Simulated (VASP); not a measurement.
# ZnS (Wurtzite-2H) (P6_3mc) in VASP: phonons with PBEsol

Aim: the phonons of ZnS (Wurtzite-2H) with PBEsol.

All numbers are computed with VASP 6.6.1; they aren't measurements. Logs are shortened: lines on timing, memory, paths and dates and some standing lists are left out, and cuts for length are marked.

### 1 The structure

Symmetry: P6_3mc, No. 186, hexagonal system. Conventional cell: a = 3.811 Å, b = 3.811 Å, c = 6.234 Å, α = 90.00°, β = 90.00°, γ = 120.00°. Zn (site symmetry 3m) is surrounded by 4 S at 2.31 to 2.40 Å. Around S (site symmetry 3m) lie 4 Zn at 2.31 to 2.40 Å.

### 2 Phonons, PBEsol

Input file INCAR:

```
SYSTEM = ZnS
  PREC = Accurate
  ENCUT = 520
  EDIFF = 1E-8
  ISMEAR = 0
  SIGMA = 0.01
  LREAL = .FALSE.
  LASPH = .TRUE.
  NELM = 100
  ALGO = Normal
  ISIF = 2
  LWAVE = .FALSE.
  LCHARG = .TRUE.
  GGA = PS
  IBRION = 8
  NSW = 1
```

Input file KPOINTS:

```
regular mesh
0
G
  6 6 4
  0 0 0
```

Input file POSCAR:

```
ZnS
1.0
    3.8110000000      0.0000000000      0.0000000000
   -1.9055000000      3.3004228100      0.0000000000
    0.0000000000      0.0000000000      6.2340000000
Zn S
2 2
Direct
    0.3333333300      0.6666666700      0.0000000000
    0.6666666700      0.3333333300      0.5000000000
    0.3333333300      0.6666666700      0.3850000000
    0.6666666700      0.3333333300      0.8850000000
```

Potentials or basis: VASP PAW PBE potentials, release 64 (Zn, S).

The run is started by

```console
$ cat potpaw_PBE.64/Zn/POTCAR potpaw_PBE.64/S/POTCAR > POTCAR
$ mpirun -np 1 vasp_std > vasp.out
```

OUTCAR:

```text
SYSTEM = ZnS
   PREC = Accurate
   ENCUT = 520
   EDIFF = 1E-8
   ISMEAR = 0
   LREAL = .FALSE.
   LASPH = .TRUE.
   NELM = 100
   ISIF = 2
   GGA = PS
   IBRION = 8
   NSW = 1

 ion  position               nearest neighbor table
   1  0.333  0.667  0.000-   4 2.31   4 2.31   4 2.31   3 2.40
   2  0.667  0.333  0.500-   3 2.31   3 2.31   3 2.31   4 2.40
   3  0.333  0.667  0.385-   2 2.31   2 2.31   2 2.31   1 2.40
   4  0.667  0.333  0.885-   1 2.31   1 2.31   1 2.31   2 2.40

  LATTYP: Found a hexagonal cell.
 ALAT       =     3.8110000000
 C/A-ratio  =     1.6357911309

  Lattice vectors:

 A1 = (   3.8110000000,   0.0000000000,   0.0000000000)
 A2 = (  -1.9055000000,   3.3004228100,   0.0000000000)
 A3 = (   0.0000000000,   0.0000000000,   6.2340000000)

Analysis of symmetry for initial positions (statically):
=====================================================================
 Subroutine PRICEL returns:
 Original cell was already a primitive cell.

 Routine SETGRP: Setting up the symmetry group for a
 hexagonal supercell.

 Subroutine GETGRP returns: Found 12 space group operations
 (whereof  6 operations were pure point group operations)
 out of a pool of 24 trial point group operations.

The static configuration has the point symmetry C_3v.
 The point group associated with its full space group is C_6v.

Analysis of symmetry for dynamics (positions and initial velocities):
=====================================================================
 Subroutine PRICEL returns:
 Original cell was already a primitive cell.

 Routine SETGRP: Setting up the symmetry group for a
 hexagonal supercell.

 Subroutine GETGRP returns: Found 12 space group operations
 (whereof  6 operations were pure point group operations)
 out of a pool of 24 trial point group operations.

The dynamic configuration has the point symmetry C_3v.
 The point group associated with its full space group is C_6v.

 Subroutine INISYM returns: Found 12 space group operations
 (whereof  6 operations are pure point group operations),
 and found     1 'primitive' translations

----------------------------------------------------------------------------------------

                                     Primitive cell

  volume of cell :      78.4107

  direct lattice vectors                    reciprocal lattice vectors
     3.811000000  0.000000000  0.000000000     0.262398321  0.151495741  0.000000000
    -1.905500000  3.300422810  0.000000000     0.000000000  0.302991482  0.000000000
     0.000000000  0.000000000  6.234000000     0.000000000  0.000000000  0.160410651

  length of vectors
     3.811000000  3.810999997  6.234000000     0.302991482  0.302991482  0.160410651

  position of ions in fractional coordinates (direct lattice)
     0.333333330  0.666666670  0.000000000
     0.666666670  0.333333330  0.500000000
     0.333333330  0.666666670  0.385000000
     0.666666670  0.333333330  0.885000000

  ion indices of the primitive-cell ions
   primitive index   ion index
                 1           1
                 2           2
                 3           3
                 4           4

----------------------------------------------------------------------------------------

 KPOINTS: regular mesh

Automatic generation of k-mesh.
 Grid dimensions read from file:
 generate k-points for:    6    6    4

 Generating k-lattice:

  Cartesian coordinates                     Fractional coordinates (reciprocal lattice)
     0.043733053  0.025249290  0.000000000     0.166666667  0.000000000  0.000000000
     0.000000000  0.050498580  0.000000000     0.000000000  0.166666667  0.000000000
     0.000000000  0.000000000  0.040102663     0.000000000  0.000000000  0.250000000

  Length of vectors
     0.050498580  0.050498580  0.040102663

  Shift w.r.t. Gamma in fractional coordinates (k-lattice)
     0.000000000  0.000000000  0.000000000

[... 65 lines left out ...]
     AMIX     =   0.40;   BMIX     =  1.00
     AMIX_MAG =   1.60;   BMIX_MAG =  1.00
  volume/ion in A,a.u.               =      19.60       132.29
  Fermi-wavevector in a.u.,A,eV,Ry     =   1.262943  2.386617 21.701647  1.595026
  Thomas-Fermi vector in A             =   2.396326
   LORBIT       =      0    0 simple, 1 ext, 2 COOP (PROOUT), +10 PAW based schemes
   GGA     = PS    functional components
   LHFCALC =     F    Hartree Fock is set to
   AEXX    =    0.0000 exact exchange contribution
   IVDW    =     0    specifies the selected vdW correction
   LEPSILON=     F    determine dielectric tensor
   LRPA    =     F    only Hartree local field effects (RPA)
 non-spin polarized calculation
 Gauss-broadening in eV      SIGMA  =   0.01
  energy-cutoff  :      520.00
  volume of cell :       78.41
 maximum number of plane-waves:      2133
   NGX = 15   NGY = 15   NGZ = 23

--------------------------------------- Ionic step        1  -------------------------------------------

 number of electron      35.9999977 magnetization

 Free energy of the ion-electron system (eV)
  ---------------------------------------------------
  ext. energy  EPLUGINS =         0.00000000
  ---------------------------------------------------
  free energy    TOTEN  =       -15.13819247 eV

  energy without entropy =      -15.13819247  energy(sigma->0) =      -15.13819247

 E-fermi :   2.1244     XC(G=0):  -9.8691

 val. band max:        2.0713845527   @ k =   0.0000   0.0000   0.0000
 cond. band min:       4.1865764379   @ k =   0.0000   0.0000   0.0000
 fundamental gap:      2.1151918851
 Fermi energy:         2.1243701584

 k-point     1 :       0.0000    0.0000    0.0000
  band No.  band energies     occupation
      1     -11.1379      2.00000
      2     -10.1966      2.00000
      3      -4.3328      2.00000
      4      -4.3328      2.00000
      5      -4.2692      2.00000
      6      -4.2692      2.00000
[... 514 lines left out ...]
     21       8.4100      0.00000
     22       8.4100      0.00000

------------------------ aborting loop because EDIFF is reached ----------------------------------------

  FORCE on cell =-STRESS in cart. coord.  units (eV):
  Direction    XX          YY          ZZ          XY          YZ          ZX
  --------------------------------------------------------------------------------------
  -------------------------------------------------------------------------------------
  Total       -0.2224230     -0.2224230     -1.1466705      0.0000000      0.0000000      0.0000000
  in kB       -4.5448028     -4.5448028    -23.4300857      0.0000000      0.0000000      0.0000000
  external PRESSURE =     -10.8398971 kB  Pullay stress =       0.0000000 kB

 VOLUME and BASIS-vectors are now :
 -----------------------------------------------------------------------------
  energy-cutoff  :      520.00
  volume of cell :       78.41
      direct lattice vectors                 reciprocal lattice vectors
     3.811000000  0.000000000  0.000000000     0.262398321  0.151495741  0.000000000
    -1.905500000  3.300422810  0.000000000     0.000000000  0.302991482  0.000000000
     0.000000000  0.000000000  6.234000000     0.000000000  0.000000000  0.160410651

 POSITION                                       TOTAL-FORCE (eV/Angst)
 -----------------------------------------------------------------------------------
     -0.00000      2.20028      0.00000         0.000000     -0.000000      0.309862
      1.90550      1.10014      3.11700        -0.000000      0.000000      0.309862
     -0.00000      2.20028      2.40009        -0.000000     -0.000000     -0.309862
      1.90550      1.10014      5.51709         0.000000      0.000000     -0.309862
 -----------------------------------------------------------------------------------
    total drift:                               -0.000010      0.000005      0.000030

  FREE ENERGIE OF THE ION-ELECTRON SYSTEM (eV)
  ---------------------------------------------------
  free  energy   TOTEN  =       -15.1381924681 eV

  energy  without entropy=      -15.1381924681  energy(sigma->0) =      -15.13819247

[... ionic steps 2 to 9 ...]

--------------------------------------- Ionic step       10  -------------------------------------------

------------------------ aborting loop because EDIFF is reached ----------------------------------------

[... ionic steps 11 to 11 ...]

--------------------------------------- Ionic step       12  -------------------------------------------

 Free energy of the ion-electron system (eV)
  ---------------------------------------------------
  ---------------------------------------------------
  free energy    TOTEN  =        -0.12321258 eV

  energy without entropy =       -0.12321258

------------------------ aborting loop because EDIFF is reached ----------------------------------------

 INTERNAL STRAIN TENSOR  FOR ION    3  DIRECTION 3   (eV/Angst):
 -----------------------------------------------------------------------------
     3.45561  0.00000  0.00000
     0.00000  3.45561  0.00000
     0.00000 -0.00000 -3.63307

 INTERNAL STRAIN TENSOR FOR ION    4 for displacements in x,y,z  (eV/Angst):
          X           Y           Z          XY          YZ          ZX
  --------------------------------------------------------------------------------
  x     0.00000    -0.00000    -0.00000     6.59310     0.00000     3.57587
  y     6.59310    -6.59310     0.00000     0.00000     3.15290    -0.00000
  z     3.45561     3.45561    -3.63307    -0.00000     0.00000     0.00000

 SECOND DERIVATIVES (NOT SYMMETRIZED)
 ------------------------------------
               1X          1Y          1Z          2X          2Y          2Z          3X          3Y          3Z          4X          4Y          4Z
  1X    -6.493826    0.000000   -0.000000   -0.166492   -0.000000    0.000000    0.340798    0.000000    0.000000    6.319519   -0.000000    0.000000
  1Y    -0.000000   -6.493826    0.000000    0.000000   -0.166492    0.000000    0.000000    0.340798    0.000000    0.000000    6.319519    0.000000
  1Z     0.000000   -0.000000   -5.833320    0.000000   -0.000000    1.680105    0.000000    0.000000    2.567963    0.000000   -0.000000    1.585251
  2X    -0.166492    0.000000    0.000000   -6.493826    0.000000    0.000000    6.319519   -0.000000    0.000000    0.340798   -0.000000    0.000000
  2Y     0.000000   -0.166492   -0.000000    0.000000   -6.493826   -0.000000    0.000000    6.319519   -0.000000    0.000000    0.340798    0.000000
  2Z     0.000000    0.000000    1.680105   -0.000000   -0.000000   -5.833320   -0.000000    0.000000    1.585251   -0.000000    0.000000    2.567963
  3X     0.360466   -0.000000   -0.000000    6.337358    0.000000   -0.000000   -7.232263   -0.000000    0.000000    0.534439    0.000000   -0.000000
  3Y     0.000000    0.360466    0.000000   -0.000000    6.337358   -0.000000    0.000000   -7.232263    0.000000    0.000000    0.534439   -0.000000
  3Z     0.000000    0.000000    2.580990    0.000000    0.000000    1.575813    0.000000   -0.000000   -7.525772    0.000000    0.000000    3.368969
  4X     6.337358    0.000000    0.000000    0.360466    0.000000   -0.000000    0.534439    0.000000    0.000000   -7.232263   -0.000000    0.000000
  4Y     0.000000    6.337358    0.000000   -0.000000    0.360466   -0.000000   -0.000000    0.534439    0.000000    0.000000   -7.232263   -0.000000
  4Z     0.000000    0.000000    1.575813    0.000000   -0.000000    2.580990    0.000000    0.000000    3.368969   -0.000000    0.000000   -7.525772

 Eigenvectors and eigenvalues of the dynamical matrix
 ----------------------------------------------------

   1 f  =    9.140284 THz    57.430099 2PiTHz  304.887060 cm-1    37.801161 meV
             X         Y         Z           dx          dy          dz
     -0.000000  2.200282  0.000000    -0.000000   -0.000000   -0.067327
      1.905500  1.100141  3.117000     0.000000    0.000000    0.067327
     -0.000000  2.200282  2.400090    -0.000000   -0.000000    0.703894
      1.905500  1.100141  5.517090     0.000000    0.000000   -0.703894
[... 71 lines left out ...]
  12 f/i=    0.011486 THz     0.072166 2PiTHz    0.383119 cm-1     0.047501 meV
             X         Y         Z           dx          dy          dz
     -0.000000  2.200282  0.000000    -0.579725    0.004734   -0.000000
      1.905500  1.100141  3.117000    -0.579725    0.004734   -0.000000
     -0.000000  2.200282  2.400090    -0.404828    0.003306   -0.000000
      1.905500  1.100141  5.517090    -0.404828    0.003306   -0.000000

--------------------------------------------------------------------------------------------------------

 ELASTIC MODULI CONTR FROM IONIC RELAXATION (kBar)
 Direction    XX          YY          ZZ          XY          YZ          ZX
 --------------------------------------------------------------------------------
 XX        -347.6039    111.2566    123.8913     -0.0000      0.0000      0.0000
 YY         111.2566   -347.6039    123.8913      0.0000     -0.0000     -0.0000
 ZZ         123.8913    123.8913   -129.8856      0.0000      0.0000      0.0000
 XY          -0.0000      0.0000      0.0000   -229.4302      0.0000     -0.0000
 YZ           0.0000     -0.0000      0.0000      0.0000    -64.1714      0.0000
 ZX           0.0000     -0.0000      0.0000     -0.0000      0.0000    -75.4919
 --------------------------------------------------------------------------------
```

Run time: 6.3 min. Hardware: 1 thread of Intel Xeon Platinum 8488C (Sapphire Rapids), shared host; peak memory 0.46 GiB.

Results:

| Quantity | Value |
| --- | --- |
| Highest phonon frequency at Γ, LO-TO splitting left out | 305 cm⁻¹ |

Phonon frequencies in cm⁻¹ (negative: imaginary):
| q point | frequencies |
| --- | --- |
| (0.000, 0.000, 0.000) | 0 0 0 74 74 175 229 291 291 294 294 305 |

Caveat: the atoms weren't relaxed first, which shifts response properties; the PAW data sets were made with another functional, which shifts forces and pressure a little.
